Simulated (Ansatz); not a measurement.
# hcp against fcc along the 4d metals

Theory: Ansatz, DFT, PBE, plane waves (420 eV) with PAW, scalar-relativistic.

Each structure is relaxed within its symmetry, in the lowest magnetic state of the tried starts. Differences under about 8 meV lie within the error of the k-point mesh.

| element | E(hcp) − E(fcc) (meV/atom) | V(hcp) (Å³/atom) | V(fcc) (Å³/atom) | state of hcp | state of fcc |
| --- | --- | --- | --- | --- | --- |
| Y | -27 | 32.94 | 32.44 | spin not included | non-magnetic |
| Zr | -38 | 23.38 | 23.21 | non-magnetic | spin not included |
| Nb | -30 | 18.70 | 18.79 | spin not included | non-magnetic |
| Mo | 14 | 16.12 | 16.04 | spin not included | spin not included |
| Ru | -115 | 13.77 | 13.85 | non-magnetic | spin not included |
| Rh | 38 | 14.10 | 14.05 | non-magnetic | non-magnetic |
| Pd | 30 | 15.44 | 15.37 | spin not included | spin not included |
| Ag | 1 | 17.91 | 17.83 | spin not included | spin not included |
| Cd | -6 | 23.11 | 22.89 | spin not included | spin not included |
